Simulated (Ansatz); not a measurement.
**CuO (Tenorite) under changes of volume**

One of the cells (10.135 Å³/atom); the others are scaled copies at fixed shape and fractional positions:

```
Cu O
1.0
     2.34185   -1.71130    0.00000
     2.34185    1.71130    0.00000
    -0.85003    0.00000    5.05787
Cu O
2 2
Cartesian
  0.7459 -0.8557 2.5289
  1.1709 0.8557 0.0000
  1.7043 0.2793 3.7934
  2.1293 -0.2793 1.2645
```

| Item | Value |
| --- | --- |
| Program | Ansatz 0.2.0 |
| Functional | PBE |
| Potentials or basis | Ansatz PAW |
| Cutoff | 420 eV (not typed: the program's choice for these potentials) |
| k mesh | 10 × 10 × 5 |
| Occupations | fermi-dirac, width 0.05 eV |
| Spin | no spin polarisation |

| volume (Å³/atom) | energy over the lowest point (meV/atom) | pressure (GPa) | largest force (eV/Å) |
| --- | --- | --- | --- |
| 9.527 | 51.17 | 19.1 | 0.050 |
| 9.730 | 30.22 | 14.1 | 0.127 |
| 9.932 | 15.23 | 9.7 | 0.198 |
| 10.135 | 5.56 | 5.7 | 0.263 |
| 10.338 | ? | ? | ? |
| 10.540 | 0.00 | -1.0 | 0.377 |
| 10.743 | 3.17 | -3.9 | 0.427 |

What does the run at 10.338 Å³/atom give?

Energy over the lowest point 0.64 meV/atom; pressure 2.2 GPa; largest force 0.322 eV/Å.

Worked out: A Birch-Murnaghan fit of order 3 (a polynomial in V^(-2/3)) to the other rows has its minimum at 10.47 Å³/atom with B0 = V·E''(V) = 162 GPa and B' = 4.7 at fixed shape and positions, which overstates the stiffness. It gives 0.64 meV/atom at 10.338 Å³/atom, against the run's 0.64, and -dE/dV = 2.1 GPa, against 2.2.

Energies are extrapolated to zero smearing.

Caveats: the run has no spin polarisation, though such a crystal can be magnetic.
